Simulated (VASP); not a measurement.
# Si (Fd-3m) in VASP: further runs

One crystal, Si, is run at these levels: PBE, LDA; tasks: G0W0 quasiparticle levels, chemical shielding.

Everything below comes from runs of VASP 6.6.1. Logs are shortened: lines on timing, memory, paths and dates and some standing lists are left out, and cuts for length are marked.

### 1 The structure

It takes space group Fd-3m (No. 227, cubic). The conventional cell has a = 5.444 Å, b = 5.444 Å, c = 5.444 Å, α = 90.00°, β = 90.00°, γ = 90.00°. Around Si (site symmetry -43m) lie 4 Si at 2.36 Å.

### 2 G0W0 quasiparticle levels, PBE

POSCAR

```
Si
1.0
    0.0000000000      2.7218511865      2.7218511865
    2.7218511865      0.0000000000      2.7218511865
    2.7218511865      2.7218511865      0.0000000000
Si
2
Direct
    0.5000000000      0.5000000000      0.5000000000
    0.7500000000      0.7500000000      0.7500000000
```

INCAR.step1

```
SYSTEM = Si
ALGO = Normal
EDIFF = 1E-8
ENCUT = 450
GGA = PE
ISMEAR = 0
LASPH = .True.
LCHARG = .False.
LREAL = .False.
LWAVE = .True.
NELM = 60
PREC = Accurate
SIGMA = 0.01
```

INCAR.step2

```
SYSTEM = Si
ALGO = Exact
EDIFF = 1E-8
ENCUT = 450
GGA = PE
ISMEAR = 0
ISTART = 1
LASPH = .True.
LCHARG = .False.
LOPTICS = .True.
LREAL = .False.
LWAVE = .True.
NBANDS = 165
NELM = 1
PREC = Accurate
SIGMA = 0.01
```

INCAR.step3

```
SYSTEM = Si
ALGO = EVGW0
EDIFF = 1E-8
ENCUT = 450
ENCUTGW = 75
GGA = PE
ISMEAR = 0
ISTART = 1
LASPH = .True.
LCHARG = .False.
LREAL = .False.
LWAVE = .False.
NBANDS = 165
NBANDSGW = 12
NELMGW = 1
NOMEGA = 48
PREC = Accurate
PRECFOCK = Fast
SIGMA = 0.01
```

KPOINTS

```
k-points
0
Gamma
  3 3 3
  0 0 0
```

Potentials or basis: VASP PAW PBE potentials, release 64 (Si_GW).

On the command line:

```bash
> cat potpaw_PBE.64/Si_GW/POTCAR > POTCAR
> cp INCAR.step1 INCAR
> mpirun -np 1 vasp_std > vasp.out
> cp INCAR.step2 INCAR
> mpirun -np 1 vasp_std > vasp.out
> cp INCAR.step3 INCAR
> mpirun -np 1 vasp_std > vasp.out
```

OUTCAR:

```text
SYSTEM = Si
   EDIFF = 1E-8
   ENCUT = 450
   ENCUTGW = 75
   GGA = PE
   ISMEAR = 0
   ISTART = 1
   LASPH = .True.
   LREAL = .False.
   NELMGW = 1
   PREC = Accurate
   PRECFOCK = Fast

 Found      4 irreducible k-points:

 Following reciprocal coordinates:
            Coordinates               Weight
  0.000000  0.000000  0.000000      1.000000
  0.333333  0.000000  0.000000      8.000000
  0.333333  0.333333  0.000000      6.000000
 -0.333333  0.333333  0.000000     12.000000
   k-points           NKPTS =      4   k-points in BZ     NKDIM =     27   number of bands    NBANDS=    165
   number of dos      NEDOS =    301   number of ions     NIONS =      2
   total plane-waves  NPLWV =  21952
   dimension x,y,z NGX =    28 NGY =   28 NGZ =   28
   dimension x,y,z NGXF=    56 NGYF=   56 NGZF=   56
   ions per type =               2
   NGX,Y,Z   is equivalent  to a cutoff of  12.09, 12.09, 12.09 a.u.
   NGXF,Y,Z  is equivalent  to a cutoff of  24.19, 24.19, 24.19 a.u.
 SYSTEM =  Si
   PREC   = accura    normal or accurate (medium, high low for compatibility)
   ISTART =      1    job   : 0-new  1-cont  2-samecut
   ICHARG =      0    charge: 1-file 2-atom 10-const
   ISPIN  =      1    spin polarized calculation?
   LNONCOLLINEAR =      F non collinear calculations
   LSORBIT =      F    spin-orbit coupling
   LASPH  =      T    aspherical Exc in radial PAW
   ENCUT  =  450.0 eV  33.07 Ry    5.75 a.u.   6.66  6.66  6.66*2*pi/ulx,y,z
   NELM   =     60;   NELMIN=  2; NELMDL=  0     # of ELM steps
   EDIFF  = 0.1E-07   stopping-criterion for ELM
   LREAL  =      F    real-space projection
   EDIFFG = 0.1E-06   stopping-criterion for IOM
   NSW    =      0    number of steps for IOM
   IBRION =     -1    ionic relax: 0-MD 1-quasi-New 2-CG
   NFREE  =      0    steps in history (QN), initial steepest desc. (CG)
   ISIF   =      0    stress and relaxation
   ISYM   =      3    0-nonsym 1-usesym 2-fastsym
   POTIM  = 0.5000    time-step for ionic-motion
   TEBEG  =    0.0;   TEEND  =   0.0 temperature during run
   PSTRESS=    0.0 pullay stress
   NELECT =       8.0000    total number of electrons
   NUPDOWN=      -1.0000    fix difference up-down
   EMIN   =  10.00;   EMAX   =-10.00  energy-range for DOS
   EFERMI =   0.00;   METHOD = LEGACY
   ISMEAR =     0;   SIGMA  =   0.01  broadening in eV -4-tet -1-fermi 0-gaus
   EFERMI_NEDOS =   21; number of points for ismear=-14 and -15
   IALGO  =     38    algorithm
   IMIX   =      4    mixing-type and parameters
     AMIX     =   0.40;   BMIX     =  1.00
     AMIX_MAG =   1.60;   BMIX_MAG =  1.00
  volume/ion in A,a.u.               =      20.16       136.08
  Fermi-wavevector in a.u.,A,eV,Ry     =   0.954766  1.804247 12.402783  0.911579
  Thomas-Fermi vector in A             =   2.083543
   LORBIT       =      0    0 simple, 1 ext, 2 COOP (PROOUT), +10 PAW based schemes
   GGA     = PE    functional components
   LHFCALC =     T    Hartree Fock is set to
   PRECFOCK=fast      Normal, Fast or Accurate (Low or Medium for compatibility)
   ENCUT4O =  -1.0   cutoff for four orbital integrals eV
   NKREDX  =     1    reduce k-point grid by
   NKREDY  =     1    reduce k-point grid by
   NKREDZ  =     1    reduce k-point grid by
   AEXX    =    1.0000 exact exchange contribution
   HFSCREEN=    0.0000 screening length (either q_TF or 0.3 A-1)
   HFSCREENC=   0.0000 screening length for correlation (either q_TF or 0.3 A-1)
   ENCUTFOCK=  -1.0 apply spherical cutoff to Coloumb kernel
   IVDW    =     0    specifies the selected vdW correction
   LEPSILON=     F    determine dielectric tensor
   LRPA    =     F    only Hartree local field effects (RPA)
   LRPAFORCE           =     F    calculate RPA forces
   ENCUTGW             =  75.0    cutoff for response function in eV
   ENCUTGWSOFT         =  60.0    soft cutoff for Coulomb kernel in GW response function in eV
   ENCUTLF             =  -1.0    cutoff for local field effects
   NELMGW              =     1    number of iterations in solving QP/BSE equation
   NELMHF              =     1    number of iterations in the inner HF iteration
   NKREDLFX            =     1    NKREDLFY  =   1   NKREDLFZ  =   1
 non-spin polarized calculation
 Gauss-broadening in eV      SIGMA  =   0.01
  energy-cutoff  :      450.00
  volume of cell :       40.33
 maximum number of plane-waves:       893
 NGX is ok and might be reduce to    28
  NGX = 16; NGY = 16; NGZ = 16
   NGX = 13   NGY = 13   NGZ = 13
 maximum number of plane-waves:        64
 NGX is ok and might be reduce to    14

 QP shifts <psi_nk| G(iteration)W_0 |psi_nk>: iteration 1
 for sc-GW calculations column KS-energies equals QP-energies in previous step
 and V_xc(KS)=  KS-energies - (<T + V_ion + V_H > + <T+V_H+V_ion>^1  + <V_x>^1)

 k-point   1 :       0.0000    0.0000    0.0000
  band No.  KS-energies  QP-energies   sigma(KS)   V_xc(KS)     V^pw_x(r,r')   Z            occupation Imag(sigma)

      1      -6.4325      -6.9322     -11.0934     -10.4342     -17.4248       0.7582       2.0000       1.3550
      2       5.5010       5.1508     -11.8793     -11.4221     -13.4294       0.7659       2.0000       0.0896
      3       5.5010       5.1508     -11.8793     -11.4221     -13.4294       0.7659       2.0000       0.0896
      4       5.5010       5.1508     -11.8793     -11.4221     -13.4294       0.7659       2.0000       0.0896
      5       8.0158       8.2069      -9.8216     -10.0709      -5.3656       0.7663       0.0000      -0.0926
      6       8.0158       8.2069      -9.8216     -10.0709      -5.3656       0.7663       0.0000      -0.0926
      7       8.0158       8.2069      -9.8216     -10.0709      -5.3656       0.7663       0.0000      -0.0926
      8       8.7867       9.1786     -10.5189     -11.0339      -5.5737       0.7612       0.0000      -0.1043
      9      13.1689      13.4680      -9.5883      -9.9879      -4.1513       0.7487       0.0000      -0.1879
     10      13.1689      13.4680      -9.5883      -9.9879      -4.1513       0.7487       0.0000      -0.1879
     11      13.4319      13.1699      -7.9340      -7.6090      -2.4805       0.8063       0.0000      -0.3323
     12      16.6688      16.4803      -8.4937      -8.2483      -2.1676       0.7682       0.0000      -0.6121

 k-point   2 :       0.3333    0.0000    0.0000
  band No.  KS-energies  QP-energies   sigma(KS)   V_xc(KS)     V^pw_x(r,r')   Z            occupation Imag(sigma)

      1      -5.0623      -5.4620     -11.1663     -10.5993     -17.0078       0.7049       2.0000       1.0225
      2       0.1680      -0.2877     -11.1337     -10.5202     -14.3244       0.7428       2.0000       0.2818
      3       4.4958       4.1233     -11.6450     -11.1531     -13.4034       0.7573       2.0000       0.1027
      4       4.4958       4.1233     -11.6450     -11.1531     -13.4034       0.7573       2.0000       0.1027
      5       7.2191       7.4064      -9.8585     -10.1028      -5.4756       0.7668       0.0000      -0.0682
      6       8.9604       9.1392      -9.6338      -9.8666      -4.9457       0.7680       0.0000      -0.1300
      7       8.9604       9.1392      -9.6338      -9.8666      -4.9457       0.7680       0.0000      -0.1300
      8      13.3234      13.2523      -8.9511      -8.8577      -3.1419       0.7622       0.0000      -0.3452
      9      13.4336      13.6028      -9.5647      -9.7882      -3.9518       0.7569       0.0000      -0.2992
     10      13.4336      13.6028      -9.5647      -9.7882      -3.9518       0.7569       0.0000      -0.2992
     11      14.5657      14.5951      -9.1171      -9.1562      -3.3876       0.7531       0.0000      -0.3271
     12      19.0513      19.0053      -9.2726      -9.2111      -2.6653       0.7485       0.0000      -0.7191

 k-point   3 :       0.3333    0.3333    0.0000
  band No.  KS-energies  QP-energies   sigma(KS)   V_xc(KS)     V^pw_x(r,r')   Z            occupation Imag(sigma)

      1      -4.5371      -4.9549     -11.2086     -10.6186     -16.7869       0.7082       2.0000       0.9118
      2       0.4886       0.0909     -11.6772     -11.1432     -14.8598       0.7447       2.0000       0.2682
      3       3.0777       2.6465     -11.2799     -10.7048     -13.4407       0.7497       2.0000       0.1122
      4       3.0777       2.6465     -11.2799     -10.7048     -13.4407       0.7497       2.0000       0.1122
      5       6.2001       6.2325      -9.1181      -9.1598      -5.0102       0.7768       0.0000      -0.0608
      6       7.4600       7.4903      -8.8393      -8.8784      -4.3832       0.7738       0.0000      -0.0825
      7      12.7127      12.9930     -10.3318     -10.7080      -4.7382       0.7451       0.0000      -0.2910
      8      12.7127      12.9930     -10.3318     -10.7080      -4.7382       0.7451       0.0000      -0.2910
      9      15.2618      15.6013     -10.4957     -10.9514      -4.4190       0.7449       0.0000      -0.3718
     10      15.3039      15.5629      -9.6964     -10.0353      -3.7360       0.7645       0.0000      -0.3855
     11      18.5419      18.4456      -8.9979      -8.8703      -2.5853       0.7539       0.0000      -0.6586
     12      18.8973      19.0122      -9.9049     -10.0577      -2.8971       0.7512       0.0000      -0.9133

 k-point   4 :      -0.3333    0.3333    0.0000
  band No.  KS-energies  QP-energies   sigma(KS)   V_xc(KS)     V^pw_x(r,r')   Z            occupation Imag(sigma)

      1      -3.1838      -3.5875     -11.4655     -10.9016     -16.4741       0.7159       2.0000       0.6953
      2      -1.2644      -1.6811     -11.4651     -10.8864     -15.5005       0.7201       2.0000       0.4241
      3       1.0888       0.5823     -10.5227      -9.8453     -12.9795       0.7477       2.0000       0.1765
      4       3.3836       2.9640     -11.3744     -10.8165     -13.4271       0.7522       2.0000       0.1076
      5       7.0350       7.0899      -9.0733      -9.1442      -4.7336       0.7744       0.0000      -0.0751
      6      11.2761      11.3509      -9.6041      -9.7014      -4.5675       0.7685       0.0000      -0.2118
      7      11.9137      12.1613      -9.9206     -10.2516      -4.3400       0.7482       0.0000      -0.2821
      8      12.5261      12.7787     -10.1704     -10.5050      -4.6738       0.7553       0.0000      -0.2756
      9      12.8638      13.0896      -9.9567     -10.2605      -4.1378       0.7430       0.0000      -0.3155
     10      13.1278      13.2754      -9.5578      -9.7484      -4.1666       0.7740       0.0000      -0.2966
     11      19.8065      19.6830      -8.8239      -8.6604      -2.3238       0.7555       0.0000      -0.7463
     12      20.3688      20.1493      -8.4600      -8.1740      -2.0224       0.7674       0.0000      -0.7973
```

It used 27 s of CPU time on 1 thread of Intel(R) Xeon(R) Platinum 8559C (Emerald Rapids), on a shared host, which was overloaded at the time.

The run converged, but some of its settings lie outside the range that counts as converged, so its numbers aren't taken as properties of the crystal.

Results:

```yaml
Band_gap_on_the_k_mesh_mean-field_level: 0.70 eV, indirect (least direct gap 2.51 eV)
Quasiparticle_gap: 1.08 eV
Least_direct_quasiparticle_gap: 3.06 eV
```

Caveat: the k mesh is coarse (spacing up to 0.67 Å⁻¹), so the values aren't converged; bands, screening cutoff and mesh are small and nothing is extrapolated, so the quasiparticle values aren't converged; an odd mesh through Γ misses points on the zone boundary, where band edges often lie.

### 3 G0W0 quasiparticle levels, PBE

POSCAR is that of step 2.

INCAR.step1 is that of step 2.

Edit INCAR.step2 of step 2 so:

```diff
@@ -12,3 +12,3 @@
 LWAVE = .True.
-NBANDS = 165
+NBANDS = 245
 NELM = 1
```

Edit INCAR.step3 of step 2 so:

```diff
@@ -12,3 +12,3 @@
 LWAVE = .False.
-NBANDS = 165
+NBANDS = 245
 NBANDSGW = 12
```

KPOINTS is that of step 2.

Potentials or basis: VASP PAW PBE potentials, release 64 (Si_GW).

On the command line:

```bash
> cat potpaw_PBE.64/Si_GW/POTCAR > POTCAR
> cp INCAR.step1 INCAR
> mpirun -np 1 vasp_std > vasp.out
> cp INCAR.step2 INCAR
> mpirun -np 1 vasp_std > vasp.out
> cp INCAR.step3 INCAR
> mpirun -np 1 vasp_std > vasp.out
```

OUTCAR:

```text
SYSTEM = Si
   EDIFF = 1E-8
   ENCUT = 450
   ENCUTGW = 75
   GGA = PE
   ISMEAR = 0
   ISTART = 1
   LASPH = .True.
   LREAL = .False.
   NELMGW = 1
   PREC = Accurate
   PRECFOCK = Fast

 Found      4 irreducible k-points:

 Following reciprocal coordinates:
            Coordinates               Weight
  0.000000  0.000000  0.000000      1.000000
  0.333333  0.000000  0.000000      8.000000
  0.333333  0.333333  0.000000      6.000000
 -0.333333  0.333333  0.000000     12.000000
   k-points           NKPTS =      4   k-points in BZ     NKDIM =     27   number of bands    NBANDS=    245
   number of dos      NEDOS =    301   number of ions     NIONS =      2
   total plane-waves  NPLWV =  21952
   dimension x,y,z NGX =    28 NGY =   28 NGZ =   28
   dimension x,y,z NGXF=    56 NGYF=   56 NGZF=   56
   ions per type =               2
   NGX,Y,Z   is equivalent  to a cutoff of  12.09, 12.09, 12.09 a.u.
   NGXF,Y,Z  is equivalent  to a cutoff of  24.19, 24.19, 24.19 a.u.
 SYSTEM =  Si
[... 55 lines left out ...]
 non-spin polarized calculation
 Gauss-broadening in eV      SIGMA  =   0.01
  energy-cutoff  :      450.00
  volume of cell :       40.33
 maximum number of plane-waves:       893
 NGX is ok and might be reduce to    28
  NGX = 16; NGY = 16; NGZ = 16
   NGX = 13   NGY = 13   NGZ = 13
 maximum number of plane-waves:        64
 NGX is ok and might be reduce to    14

 QP shifts <psi_nk| G(iteration)W_0 |psi_nk>: iteration 1
 for sc-GW calculations column KS-energies equals QP-energies in previous step
 and V_xc(KS)=  KS-energies - (<T + V_ion + V_H > + <T+V_H+V_ion>^1  + <V_x>^1)

 k-point   1 :       0.0000    0.0000    0.0000
  band No.  KS-energies  QP-energies   sigma(KS)   V_xc(KS)     V^pw_x(r,r')   Z            occupation Imag(sigma)

      1      -6.4325      -6.9465     -11.0997     -10.4342     -17.4248       0.7723       2.0000       1.3504
      2       5.5010       5.1488     -11.8852     -11.4221     -13.4294       0.7603       2.0000       0.0861
      3       5.5010       5.1488     -11.8852     -11.4221     -13.4294       0.7603       2.0000       0.0861
      4       5.5010       5.1488     -11.8852     -11.4221     -13.4294       0.7603       2.0000       0.0861
      5       8.0158       8.2015      -9.8282     -10.0709      -5.3656       0.7654       0.0000      -0.0911
      6       8.0158       8.2015      -9.8282     -10.0709      -5.3656       0.7654       0.0000      -0.0911
      7       8.0158       8.2015      -9.8282     -10.0709      -5.3656       0.7654       0.0000      -0.0911
      8       8.7867       9.1673     -10.5334     -11.0339      -5.5737       0.7606       0.0000      -0.1120
      9      13.1689      13.4686      -9.5877      -9.9879      -4.1513       0.7489       0.0000      -0.1946
     10      13.1689      13.4686      -9.5877      -9.9879      -4.1513       0.7489       0.0000      -0.1946
     11      13.4319      13.1691      -7.9341      -7.6090      -2.4805       0.8085       0.0000      -0.3384
     12      16.6688      16.4790      -8.4957      -8.2483      -2.1676       0.7673       0.0000      -0.6151
[... 36 lines left out ...]
      1      -3.1838      -3.5895     -11.4690     -10.9016     -16.4741       0.7150       2.0000       0.6895
      2      -1.2644      -1.6848     -11.4698     -10.8864     -15.5005       0.7206       2.0000       0.4189
      3       1.0888       0.5801     -10.5261      -9.8453     -12.9795       0.7471       2.0000       0.1730
      4       3.3836       2.9587     -11.3804     -10.8165     -13.4271       0.7535       2.0000       0.1008
      5       7.0350       7.0871      -9.0769      -9.1442      -4.7336       0.7739       0.0000      -0.0771
      6      11.2761      11.3439      -9.6132      -9.7014      -4.5675       0.7681       0.0000      -0.2097
      7      11.9137      12.1527      -9.9323     -10.2516      -4.3400       0.7486       0.0000      -0.2850
      8      12.5261      12.7685     -10.1845     -10.5050      -4.6738       0.7566       0.0000      -0.2813
      9      12.8638      13.0798      -9.9700     -10.2605      -4.1378       0.7431       0.0000      -0.3227
     10      13.1278      13.2664      -9.5695      -9.7484      -4.1666       0.7746       0.0000      -0.2996
     11      19.8065      19.6745      -8.8348      -8.6604      -2.3238       0.7570       0.0000      -0.7451
     12      20.3688      20.1447      -8.4681      -8.1740      -2.0224       0.7619       0.0000      -0.7991
```

OUTCAR.step1:

```text
SYSTEM = Si
   EDIFF = 1E-8
   ENCUT = 450
   GGA = PE
   ISMEAR = 0
   LASPH = .True.
   LREAL = .False.
[... 151 lines left out ...]
      2.72185      2.72185      2.72185        -0.000000     -0.000000     -0.000000
      4.08278      4.08278      4.08278         0.000000      0.000000      0.000000
 -----------------------------------------------------------------------------------
    total drift:                                0.000000      0.000000     -0.000000

  FREE ENERGIE OF THE ION-ELECTRON SYSTEM (eV)
  ---------------------------------------------------
  free  energy   TOTEN  =       -10.2274592544 eV

  energy  without entropy=      -10.2274592544  energy(sigma->0) =      -10.22745925
```

OUTCAR.step2:

```text
SYSTEM = Si
   EDIFF = 1E-8
   ENCUT = 450
   GGA = PE
[... 519 lines left out ...]
  --------------------------------------------------------------------------------------------------------------
     0.00000    33.61276    33.61276    33.61276    -0.00000    -0.00000     0.00000
     2.29543    83.84133    83.84133    83.84133    -0.00000    -0.00000     0.00000
     4.59086   -58.41480   -58.41480   -58.41480     0.00000    -0.00000    -0.00000
     6.88629    -8.03506    -8.03506    -8.03506     0.00000     0.00000    -0.00000
     9.18173    -4.39864    -4.39864    -4.39864     0.00000     0.00000    -0.00000
    11.47716    -1.83818    -1.83818    -1.83818     0.00000     0.00000    -0.00000
[... 92 lines left out ...]
   224.95226     0.99150     0.99150     0.99150     0.00000     0.00000    -0.00000
   227.24769     0.99167     0.99167     0.99167     0.00000     0.00000    -0.00000
```

Run time: 64 s. Hardware: 1 thread of Intel Xeon Platinum 8559C (Emerald Rapids), shared host; peak memory 0.25 GiB.

The run converged, but some of its settings lie outside the range that counts as converged, so its numbers aren't taken as properties of the crystal.

What came out:

* Band gap on the k mesh, mean-field level: 0.70 eV, indirect (least direct gap 2.51 eV)
* Quasiparticle gap: 1.08 eV
* Least direct quasiparticle gap: 3.05 eV

Caveat: the k mesh is coarse (spacing up to 0.67 Å⁻¹), so the values aren't converged; bands, screening cutoff and mesh are small and nothing is extrapolated, so the quasiparticle values aren't converged; an odd mesh through Γ misses points on the zone boundary, where band edges often lie.

[end of part 1 of 2]
